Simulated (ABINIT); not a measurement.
A run of ABINIT 10.8.3 (patched build):

Contents of run.py:

```python
import json, os
import numpy as np
from ase.eos import EquationOfState
from ase.units import GPa
from ase.calculators.mixing import SumCalculator
from dftd4.ase import DFTD4
from ase.calculators.abinit import Abinit, AbinitProfile
from ase import Atoms

atoms = Atoms(['Ti'],
              cell=[[-1.641, 1.641, 1.641], [1.641, -1.641, 1.641], [1.641, 1.641, -1.641]],
              scaled_positions=[[0.0, 0.0, 0.0]],
              pbc=True)

profile = AbinitProfile(command='abinit', pp_paths=[os.path.abspath('pseudos')])
params = dict(
    pps='pawxml', xc='PBE',
    ecut=408.1708,
    pawecutdg=816.3416,
    kptopt=1,
    ngkpt=[11, 11, 11],
    nshiftk=1,
    shiftk=[0.0, 0.0, 0.0],
    ixc=14,
    nband=10,
    occopt=3,
    tsmear=0.05,
    nstep=100,
    tolvrs=1e-09,
    prtwf=0,
    prtden=0,
)

cell0 = atoms.cell.copy()
volumes, energies = [], []
for i, x in enumerate([0.94, 0.96, 0.98, 1.0, 1.02, 1.04, 1.06]):
    atoms.set_cell(cell0 * x ** (1 / 3), scale_atoms=True)
    atoms.calc = SumCalculator([Abinit(profile=profile, directory=f'v{i}', **params), DFTD4(method='revpbe')])
    volumes.append(atoms.get_volume() / len(atoms))
    dft, disp = atoms.calc.mixer.calcs
    energies.append((dft.get_property('free_energy', atoms) + disp.get_property('energy', atoms)) / len(atoms))
    print(f'{x:5.2f} {volumes[-1]:10.5f} A^3/atom {energies[-1]:14.6f} eV/atom', flush=True)
    json.dump(dict(volumes=volumes, energies=energies), open('results.json', 'w'))
v0, e0, b0 = EquationOfState(volumes, energies, eos='birchmurnaghan').fit()
print(f'V0 {v0:.4f} A^3/atom  E0 {e0:.6f} eV/atom  B0 {b0 / GPa:.2f} GPa')
```

Potentials or basis: JTH PAW PBE v2.0.

Command:

```console
$ python run.py
```

Hardware: 1 thread of Arm Neoverse V1 (shared host).

Q: Estimate the wall time of this run.

A: Run time: 50 s on 1 thread of Arm Neoverse V1, on a shared host, peak memory 0.09 GiB. Counts: scf iterations 68, mpi ranks 1.
